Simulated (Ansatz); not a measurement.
**BN (P6_3mc), frozen normal mode**

Computed with Ansatz 0.2.0, DFT r2SCAN, scalar-relativistic, plane waves, PAW. Settings: plane waves to 500 eV, k-mesh 12×12×6 (Γ-centred), Gaussian smearing 0.05 eV. No spin polarisation. Energies are free energies at this smearing, counted from the undisturbed cell; pressure is positive in compression.

Zero of the scan (relaxed at this level; this wurtzite form isn't the usual structure):

```
CELL_PARAMETERS angstrom
2.54397 0.00000 0.00000
-1.27198 2.20314 0.00000
0.00000 0.00000 4.20774
ATOMIC_POSITIONS crystal
B 0.66667 0.33333 0.99980
B 0.33333 0.66667 0.49980
N 0.66667 0.33333 0.62520
N 0.33333 0.66667 0.12520
```

A zone-centre mode of this cell is frozen in: each atom moves by x times its row below, so x is the largest displacement.
```
atom ux uy uz
  B1  0.000  0.000   0.692
  B2  0.000  0.000  -0.692
  N3  0.000  0.000  -1.000
  N4  0.000  0.000   1.000
```

```tsv
x (Å)	ΔE (meV/cell)	force along the mode (eV/Å)	pressure (GPa)	gap on the mesh (eV)
-0.3000	9247.8	87.74	112.8	3.35
-0.1500	1677.4	24.79	23.4	5.41
0.0000	0.0	0.00	0.0	5.75
0.0375	94.7	-5.08	?	?
0.0750	?	-10.59	?	5.66
0.1125	899.7	-16.97	12.8	5.55
0.1875	2785.1	-34.71	37.8	5.03
0.2250	4318.0	-47.63	56.9	4.46
0.2625	6409.9	-64.76	81.4	3.89
```

By symmetry 0.3000 repeats -0.3000, -0.2250 repeats 0.2250, 0.1500 repeats -0.1500, -0.0750 repeats 0.0750 in energy, with the opposite slope along the path.

Q: Give the withheld values.

A: pressure (GPa) at x (Å) = 0.0375: 1.4; gap on the mesh (eV) at x (Å) = 0.0375: 5.73; ΔE (meV/cell) at x (Å) = 0.0750: 386.5; pressure (GPa) at x (Å) = 0.0750: 5.6.